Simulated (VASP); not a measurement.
# Ru (P6_3/mmc) in VASP: a series of runs

The runs below take Ru through equation of state, phonons, with PBE+D3(BJ), optB88-vdW.

All numbers are computed with VASP 6.6.1; they aren't measurements. Logs are shortened: lines on timing, memory, paths and dates and some standing lists are left out, and cuts for length are marked.

## (1) Starting point

It takes space group P6_3/mmc (No. 194, hexagonal). The conventional cell has a = 2.706 Å, b = 2.706 Å, c = 4.282 Å, α = 90.00°, β = 90.00°, γ = 120.00°. Ru (site symmetry -6m2) is surrounded by 12 Ru at 2.65 to 2.71 Å.

## (2) Equation of state, PBE+D3(BJ), spin-orbit coupling, no magnetisation

Input file run.py:

```python
from ase.calculators.vasp import Vasp
from ase.eos import EquationOfState
from ase.io import Trajectory
from ase.spacegroup import crystal
from ase.units import GPa

atoms = crystal(
    ['Ru'],
    basis=[[0.6666666667, 0.3333333333, 0.75]],
    spacegroup=194,
    setting=1,
    cellpar=[2.7058, 2.7058, 4.2819, 90.0, 90.0, 120.0],
    primitive_cell=True,
)
calc = Vasp(
    directory='calc',
    xc='pbe',
    pp='PBE',
    setups='recommended',
    prec='Accurate',
    encut=520,
    ediff=1e-07,
    ismear=-1,
    sigma=0.02,
    lreal=False,
    lasph=True,
    nelm=60,
    algo='Normal',
    isif=2,
    lwave=False,
    lcharg=False,
    lorbit=11,
    lsorbit=True,
    gga_compat=False,
    lmaxmix=4,
    ivdw=12,
    kpts=[8, 8, 5],
    gamma=True,
)
atoms.calc = calc
cell = atoms.cell.copy()
volumes, energies = [], []
traj = Trajectory('eos.traj', 'w')
for x in [0.94, 0.96, 0.98, 1.0, 1.02, 1.04, 1.06]:
    atoms.set_cell(cell * x ** (1 / 3), scale_atoms=True)
    volumes.append(atoms.get_volume())
    energies.append(atoms.get_potential_energy())
    traj.write(atoms)
    print(f'{x:5.2f} {volumes[-1]:12.5f} {energies[-1]:14.6f}')

v0, e0, B = EquationOfState(volumes, energies, eos='birchmurnaghan').fit()
print(f'V0 = {v0:.4f} A^3, E0 = {e0:.6f} eV, B = {B / GPa:.2f} GPa')
```

Potentials or basis: VASP PAW PBE potentials, release 64 (Ru_pv).

Launch:

```sh
python run.py
```

The program printed:

```text
0.94     25.52034     -19.938934
 0.96     26.06332     -19.990382
 0.98     26.60631     -20.014591
 1.00     27.14929     -20.014489
 1.02     27.69228     -19.992810
 1.04     28.23527     -19.951975
 1.06     28.77825     -19.894113
V0 = 26.8729 A^3, E0 = -20.017385 eV, B = 334.04 GPa
```

OUTCAR:

```text
ENCUT = 520.000000
   EDIFF = 1.00e-07
   GGA = PE
   PREC = Accurate
   ISIF = 2
   ISMEAR = -1
   LORBIT = 11
   NELM = 60
   IVDW = 12
   LASPH = .TRUE.
   LSORBIT = .TRUE.
   LREAL = .FALSE.
 IVDW          = 12

 ion  position               nearest neighbor table
   1  0.667  0.333  0.750-   2 2.70   2 2.70   2 2.70   2 2.70   2 2.70   2 2.70
   2  0.333  0.667  0.250-   1 2.70   1 2.70   1 2.70   1 2.70   1 2.70   1 2.70

  LATTYP: Found a hexagonal cell.
 ALAT       =     2.7588683749
 C/A-ratio  =     1.5824894671

  Lattice vectors:

 A1 = (   2.7588683749,   0.0000000000,   0.0000000000)
 A2 = (  -1.3794341875,   2.3892500984,   0.0000000000)
 A3 = (   0.0000000000,   0.0000000000,   4.3658801443)

Analysis of symmetry for initial positions (statically):
=====================================================================
 Subroutine PRICEL returns:
 Original cell was already a primitive cell.

 Routine SETGRP: Setting up the symmetry group for a
 hexagonal supercell.

 Subroutine GETGRP returns: Found 24 space group operations
 (whereof 12 operations were pure point group operations)
 out of a pool of 24 trial point group operations.

The static configuration has the point symmetry D_3d.
 The point group associated with its full space group is D_6h.

Analysis of symmetry for dynamics (positions and initial velocities):
=====================================================================
 Subroutine PRICEL returns:
 Original cell was already a primitive cell.

 Routine SETGRP: Setting up the symmetry group for a
 hexagonal supercell.

 Subroutine GETGRP returns: Found 24 space group operations
 (whereof 12 operations were pure point group operations)
 out of a pool of 24 trial point group operations.

The dynamic configuration has the point symmetry D_3d.
 The point group associated with its full space group is D_6h.

Analysis of structural, dynamic, and magnetic symmetry:
=====================================================================
 Subroutine PRICEL returns:
 Original cell was already a primitive cell.

 Routine SETGRP: Setting up the symmetry group for a
 hexagonal supercell.

 Subroutine GETGRP returns: Found  2 space group operations
 (whereof  2 operations were pure point group operations)
 out of a pool of 24 trial point group operations.

The overall configuration has the point symmetry S_2 .

 Subroutine INISYM returns: Found  2 space group operations
 (whereof  2 operations are pure point group operations),
 and found     1 'primitive' translations

----------------------------------------------------------------------------------------

                                     Primitive cell

  volume of cell :      28.7783

  direct lattice vectors                    reciprocal lattice vectors
     2.758868375  0.000000000  0.000000000     0.362467456  0.209270683  0.000000000
    -1.379434187  2.389250098  0.000000000     0.000000000  0.418541366  0.000000000
     0.000000000  0.000000000  4.365880144     0.000000000  0.000000000  0.229048890

  length of vectors
     2.758868375  2.758868375  4.365880144     0.418541366  0.418541366  0.229048890

  position of ions in fractional coordinates (direct lattice)
[... 129 lines left out ...]
 E-fermi :  11.8060     XC(G=0): -13.7618

 val. band max:       11.7826149660   @ k =   0.0000   0.0000   0.2000
 cond. band min:      11.8096412369   @ k =  -0.1250  -0.0000   0.4000
 fundamental gap:      0.0270262709
 Fermi energy:        11.8060393652

 k-point     1 :       0.0000    0.0000    0.0000
  band No.  band energies     occupation
      1     -33.3688      1.00000
      2     -33.3688      1.00000
      3     -32.9797      1.00000
      4     -32.9797      1.00000
      5     -30.2888      1.00000
      6     -30.2888      1.00000
[... 973 lines left out ...]
     37      22.2848      0.00000
     38      22.2938      0.00000

 [... further k-points ...]

------------------------ aborting loop because EDIFF is reached ----------------------------------------

 Edisp (eV)   -1.17481

 E8    (eV) :    -0.5354

  FORCE on cell =-STRESS in cart. coord.  units (eV):
  Direction    XX          YY          ZZ          XY          YZ          ZX
  --------------------------------------------------------------------------------------
  -------------------------------------------------------------------------------------
  Total      -3.39316    -3.39315    -3.71501     0.00001     0.00001     0.00001
  in kB    -188.90811  -188.90773  -206.82630     0.00066     0.00058     0.00038
  external pressure =     -194.88 kB  Pullay stress =        0.00 kB

 VOLUME and BASIS-vectors are now :
 -----------------------------------------------------------------------------
  energy-cutoff  :      520.00
  volume of cell :       28.78
      direct lattice vectors                 reciprocal lattice vectors
     2.758868375  0.000000000  0.000000000     0.362467456  0.209270683  0.000000000
    -1.379434187  2.389250098  0.000000000     0.000000000  0.418541366  0.000000000
     0.000000000  0.000000000  4.365880144     0.000000000  0.000000000  0.229048890

 POSITION                                       TOTAL-FORCE (eV/Angst)
 -----------------------------------------------------------------------------------
      1.37943      0.79642      3.27441        -0.000001      0.000000      0.000000
     -0.00000      1.59283      1.09147         0.000001     -0.000000     -0.000000
 -----------------------------------------------------------------------------------
    total drift:                               -0.000000      0.000000     -0.000000

  FREE ENERGIE OF THE ION-ELECTRON SYSTEM (eV)
  ---------------------------------------------------
  free  energy   TOTEN  =       -19.8953027765 eV

  energy  without entropy=      -19.8929237479  energy(sigma->0) =      -19.89411326

 Spin-Orbit-Coupling matrix elements

 Ion:    1  E_soc:     -0.2653461
 l=   1
     0.0000000    -0.0362276    -0.0362689
    -0.0362276     0.0000000    -0.0362276
    -0.0362689    -0.0362276     0.0000000
 l=   2
     0.0000000    -0.0016493     0.0000000    -0.0016493    -0.0064318
    -0.0016493     0.0000000    -0.0046166    -0.0016866    -0.0016493
     0.0000000    -0.0046166     0.0000000    -0.0046166     0.0000000
    -0.0016493    -0.0016866    -0.0046166     0.0000000    -0.0016493
    -0.0064318    -0.0016493     0.0000000    -0.0016493     0.0000000
 l=   3
     0.0000000     0.0000000     0.0000000     0.0000000     0.0000000     0.0000000     0.0000000
     0.0000000     0.0000000     0.0000000     0.0000000     0.0000000     0.0000000     0.0000000
     0.0000000     0.0000000     0.0000000     0.0000000     0.0000000     0.0000000     0.0000000
     0.0000000     0.0000000     0.0000000     0.0000000     0.0000000     0.0000000     0.0000000
     0.0000000     0.0000000     0.0000000     0.0000000     0.0000000     0.0000000     0.0000000
     0.0000000     0.0000000     0.0000000     0.0000000     0.0000000     0.0000000     0.0000000
     0.0000000     0.0000000     0.0000000     0.0000000     0.0000000     0.0000000     0.0000000

 Ion:    2  E_soc:     -0.2653461
 l=   1
     0.0000000    -0.0362276    -0.0362689
    -0.0362276     0.0000000    -0.0362276
    -0.0362689    -0.0362276     0.0000000
 l=   2
     0.0000000    -0.0016493     0.0000000    -0.0016493    -0.0064318
    -0.0016493     0.0000000    -0.0046166    -0.0016866    -0.0016493
     0.0000000    -0.0046166     0.0000000    -0.0046166     0.0000000
    -0.0016493    -0.0016866    -0.0046166     0.0000000    -0.0016493
    -0.0064318    -0.0016493     0.0000000    -0.0016493     0.0000000
 l=   3
     0.0000000     0.0000000     0.0000000     0.0000000     0.0000000     0.0000000     0.0000000
     0.0000000     0.0000000     0.0000000     0.0000000     0.0000000     0.0000000     0.0000000
     0.0000000     0.0000000     0.0000000     0.0000000     0.0000000     0.0000000     0.0000000
     0.0000000     0.0000000     0.0000000     0.0000000     0.0000000     0.0000000     0.0000000
     0.0000000     0.0000000     0.0000000     0.0000000     0.0000000     0.0000000     0.0000000
     0.0000000     0.0000000     0.0000000     0.0000000     0.0000000     0.0000000     0.0000000
     0.0000000     0.0000000     0.0000000     0.0000000     0.0000000     0.0000000     0.0000000

 total charge

# of ion       s       p       d       tot
------------------------------------------
    1        0.383   6.280   5.894  12.556
    2        0.383   6.280   5.894  12.556
--------------------------------------------------
tot          0.765  12.561  11.787  25.113

 magnetization (x)

# of ion       s       p       d       tot
------------------------------------------
    1       -0.000  -0.000  -0.000  -0.000
    2       -0.000  -0.000  -0.000  -0.000
--------------------------------------------------
tot         -0.000  -0.000  -0.000  -0.000

 magnetization (y)

# of ion       s       p       d       tot
------------------------------------------
    1       -0.000  -0.000  -0.000  -0.000
    2       -0.000  -0.000  -0.000  -0.000
--------------------------------------------------
tot         -0.000  -0.000  -0.000  -0.000

 magnetization (z)

# of ion       s       p       d       tot
------------------------------------------
    1       -0.000  -0.000  -0.000  -0.000
    2       -0.000  -0.000  -0.000  -0.000
--------------------------------------------------
tot         -0.000  -0.000  -0.000  -0.000
```

INCAR:

```text
ENCUT = 520.000000
SIGMA = 0.020000
EDIFF = 1.00e-07
ALGO = Normal
GGA = PE
PREC = Accurate
ISIF = 2
ISMEAR = -1
LMAXMIX = 4
LORBIT = 11
NELM = 60
IVDW = 12
LASPH = .TRUE.
LCHARG = .FALSE.
LWAVE = .FALSE.
LSORBIT = .TRUE.
GGA_COMPAT = .FALSE.
LREAL = .FALSE.
```

Run time: 23 min. Hardware: 1 thread of Intel Xeon Platinum 8488C (Sapphire Rapids), shared host; peak memory 0.39 GiB.

Results:

```
Equilibrium volume                        : 13.44 Å³/atom
Bulk modulus at fixed shape and positions : 334 GPa
Pressure derivative of the bulk modulus   : 4.8
```

Energy against volume, from the lowest point:
| volume (Å³/atom) | energy (meV/atom) |
| --- | --- |
| 12.760 | 37.83 |
| 13.032 | 12.10 |
| 13.303 | 0.00 |
| 13.575 | 0.05 |
| 13.846 | 10.89 |
| 14.118 | 31.31 |
| 14.389 | 60.24 |

Caveat: the cell was scaled at fixed shape and fractional positions, which overstates the stiffness of a crystal with free parameters, most of all of layers and chains.

## (3) Phonons, optB88-vdW

Input file POSCAR:

```
Ru
1.0
    2.7058000000      0.0000000000      0.0000000000
   -1.3529000000      2.3432915376      0.0000000000
    0.0000000000      0.0000000000      4.2819000000
Ru
2
Cartesian
    1.3529000001      0.7810971791      3.2114250000
   -0.0000000001      1.5621943585      1.0704750000
```

Input file INCAR.step1:

```
AGGAC    = 0.0          
ALGO     = Normal         # electronic algorithm
EDIFF    = 1E-8           # SCF threshold, eV
EDIFFG   = -0.002         # ionic threshold
ENCUT    = 600            # plane-wave cutoff, eV
GGA      = BO             # functional
IBRION   = 2              # ionic algorithm
ISIF     = 3              # what is computed and relaxed
ISMEAR   = 0              # smearing method
LASPH    = T              # aspherical terms in the spheres
LCHARG   = F              # write CHGCAR
LREAL    = F              # projectors in reciprocal space
LUSE_VDW = T            
LWAVE    = F              # write WAVECAR
NELM     = 100            # most SCF steps
NSW      = 40             # ionic steps
PARAM1   = 0.1833333333 
PARAM2   = 0.22         
PREC     = Accurate       # precision mode
SIGMA    = 0.1            # smearing width, eV
```

Input file INCAR.step2:

```
AGGAC    = 0.0          
ALGO     = Normal         # electronic algorithm
EDIFF    = 1E-8           # SCF threshold, eV
ENCUT    = 600            # plane-wave cutoff, eV
GGA      = BO             # functional
IBRION   = 6              # ionic algorithm
ISIF     = 2              # what is computed and relaxed
ISMEAR   = 0              # smearing method
LASPH    = T              # aspherical terms in the spheres
LCHARG   = F              # write CHGCAR
LREAL    = F              # projectors in reciprocal space
LUSE_VDW = T            
LWAVE    = F              # write WAVECAR
NELM     = 100            # most SCF steps
NFREE    = 2            
NSW      = 1              # ionic steps
PARAM1   = 0.1833333333 
PARAM2   = 0.22         
POTIM    = 0.015          # step
PREC     = Accurate       # precision mode
SIGMA    = 0.1            # smearing width, eV
```

Input file KPOINTS:

```
k-points
0
Gamma
  8 8 5
```

Potentials or basis: VASP PAW PBE potentials, release 64 (Ru_pv).

Launch:

```sh
cat potpaw_PBE.64/Ru_pv/POTCAR > POTCAR
cp INCAR.step1 INCAR
mpirun -np 1 vasp_std > vasp.out
cp CONTCAR POSCAR
cp INCAR.step2 INCAR
mpirun -np 1 vasp_std > vasp.out
```

OUTCAR:

```text
EDIFF = 1E-8
   ENCUT = 600
   GGA = BO
   IBRION = 6
   ISIF = 2
   ISMEAR = 0
   LASPH = T
   LREAL = F
   NELM = 100
   NFREE = 2
   NSW = 1
   POTIM = 0.015
   PREC = Accurate

 ion  position               nearest neighbor table
   1  0.667  0.333  0.750-   2 2.66   2 2.66   2 2.66   2 2.66   2 2.66   2 2.66
   2  0.333  0.667  0.250-   1 2.66   1 2.66   1 2.66   1 2.66   1 2.66   1 2.66

  LATTYP: Found a hexagonal cell.
 ALAT       =     2.7218215034
 C/A-ratio  =     1.5782459119

  Lattice vectors:

 A1 = (   2.7218215034,   0.0000000000,   0.0000000000)
 A2 = (  -1.3609107517,   2.3571665666,   0.0000000000)
 A3 = (   0.0000000000,   0.0000000000,   4.2957036608)

Analysis of symmetry for initial positions (statically):
=====================================================================
[... 861 lines left out ...]
  Total        0.0074724      0.0074724      0.0170796      0.0000000      0.0000000      0.0000000
  in kB        0.4343950      0.4343950      0.9928956      0.0000000      0.0000000      0.0000000
  external PRESSURE =       0.6205619 kB  Pullay stress =       0.0000000 kB
[... 21 lines left out ...]
  energy  without entropy=      -12.0336826149  energy(sigma->0) =      -12.03665683

Total vdW correction in eV:      3.6074352

 INTERNAL STRAIN TENSORS FROM DISPLACED ATOMS
 ============================================

 INTERNAL STRAIN TENSOR FOR ION    1 for displacements in x,y,z  (eV/Angst):
          X           Y           Z          XY          YZ          ZX
  --------------------------------------------------------------------------------
  x     0.00000     0.00000     0.00000     3.44695     0.00000     0.00000
  y     3.44695    -3.44695     0.00000    -0.00000     0.00000     0.00000
  z    -0.00000     0.00000     0.00000     0.00000     0.00000     0.00000

 INTERNAL STRAIN TENSOR FOR ION    2 for displacements in x,y,z  (eV/Angst):
          X           Y           Z          XY          YZ          ZX
  --------------------------------------------------------------------------------
  x     0.00000     0.00000     0.00000    -3.44695     0.00000     0.00000
  y    -3.44695     3.44695     0.00000     0.00000     0.00000     0.00000
  z     0.00000    -0.00000    -0.00000     0.00000     0.00000     0.00000

 Eigenvectors and eigenvalues of the dynamical matrix
 ----------------------------------------------------

   1 f  =    8.039407 THz    50.513086 2PiTHz  268.165761 cm-1    33.248302 meV
             X         Y         Z           dx          dy          dz
      1.360911  0.785722  3.221778    -0.000000    0.000000    0.707107
     -0.000000  1.571444  1.073926     0.000000    0.000000   -0.707107
[... 16 lines left out ...]
   5 f  =    0.000000 THz     0.000000 2PiTHz    0.000000 cm-1     0.000000 meV
             X         Y         Z           dx          dy          dz
      1.360911  0.785722  3.221778    -0.000000    0.000000    0.707107
     -0.000000  1.571444  1.073926     0.000000    0.000000    0.707107

   6 f/i=    0.000000 THz     0.000000 2PiTHz    0.000000 cm-1     0.000000 meV
             X         Y         Z           dx          dy          dz
      1.360911  0.785722  3.221778    -0.707107    0.000000   -0.000000
     -0.000000  1.571444  1.073926    -0.707107    0.000000    0.000000

 ELASTIC MODULI CONTR FROM IONIC RELAXATION (kBar)
 Direction    XX          YY          ZZ          XY          YZ          ZX
 --------------------------------------------------------------------------------
 XX         -93.2352     93.2352      0.0000      0.0000      0.0000      0.0000
 YY          93.2352    -93.2352     -0.0000     -0.0000      0.0000      0.0000
 ZZ           0.0000     -0.0000     -0.0000     -0.0000      0.0000      0.0000
 XY           0.0000     -0.0000     -0.0000    -93.2352      0.0000      0.0000
 YZ           0.0000      0.0000      0.0000      0.0000      0.0000      0.0000
 ZX           0.0000      0.0000      0.0000      0.0000      0.0000      0.0000
 --------------------------------------------------------------------------------
```

OUTCAR.step1:

```text
EDIFF = 1E-8
   EDIFFG = -0.002
   ENCUT = 600
   GGA = BO
   IBRION = 2
   ISIF = 3
   ISMEAR = 0
   LASPH = T
[... 912 lines left out ...]
 [... further k-points ...]
[... 5 lines left out ...]
  --------------------------------------------------------------------------------------
  -------------------------------------------------------------------------------------
  Total        0.0027572      0.0027572      0.0027701      0.0000000      0.0000000      0.0000000
  in kB        0.1602842      0.1602842      0.1610336      0.0000000      0.0000000      0.0000000
  external PRESSURE =       0.1605340 kB  Pullay stress =       0.0000000 kB
[... 21 lines left out ...]
  energy  without entropy=      -12.0348519283  energy(sigma->0) =      -12.03782995

Total vdW correction in eV:      3.6074481

 reached required accuracy - stopping structural energy minimisation
```

Wall time 5.6 min (1 thread of Intel Xeon Platinum 8488C (Sapphire Rapids), shared host); peak memory 0.38 GiB.

Results:

| Quantity | Value |
| --- | --- |
| Relaxed volume | 13.78 Å³/atom |
| Relaxed cell | a = 2.722 Å, b = 2.722 Å, c = 4.296 Å, α = 90.00°, β = 90.00°, γ = 120.00° |
| Space group after relaxing (to 0.05 Å) | P6_3/mmc (No. 194) |
| Highest phonon frequency at Γ | 268 cm⁻¹ |

The path:
| step | energy change (eV) | largest force (eV/Å) | pressure (GPa) | volume (Å³) |
| --- | --- | --- | --- | --- |
| 1 | 0.0000 | 0.0000 | 4.87 | 27.15 |
| 2 | 0.0440 | 0.0000 | -12.41 | 28.80 |
| 3 | -0.0062 | 0.0000 | -0.12 | 27.57 |
| 4 | -0.0062 | 0.0000 | -0.02 | 27.56 |
| 5 | -0.0063 | 0.0000 | 0.04 | 27.56 |
| 6 | -0.0063 | 0.0000 | 0.02 | 27.56 |

Final structure:
```
CELL_PARAMETERS angstrom
2.72182 0.00000 0.00000
-1.36091 2.35717 0.00000
0.00000 0.00000 4.29570
ATOMIC_POSITIONS crystal
Ru 0.66667 0.33333 0.75000
Ru 0.33333 0.66667 0.25000
```

Phonon frequencies in cm⁻¹ (negative: imaginary):
```
              q point        frequencies
(0.000, 0.000, 0.000)  0 0 0 200 200 268
```

Caveat: the PAW data sets were made with another functional, which shifts forces and pressure a little.

## (4) For comparison

An earlier run on the cell as given: functional PBE; potentials or basis VASP PAW PBE potentials, release 64 (Ru_pv); cutoff 520 eV; k mesh 11 × 11 × 6; occupations fermi-dirac, width 0.05 eV; no spin polarisation.

* Pressure: 4.5 GPa
* Band gap on the k mesh: none (metal or under the smearing width)
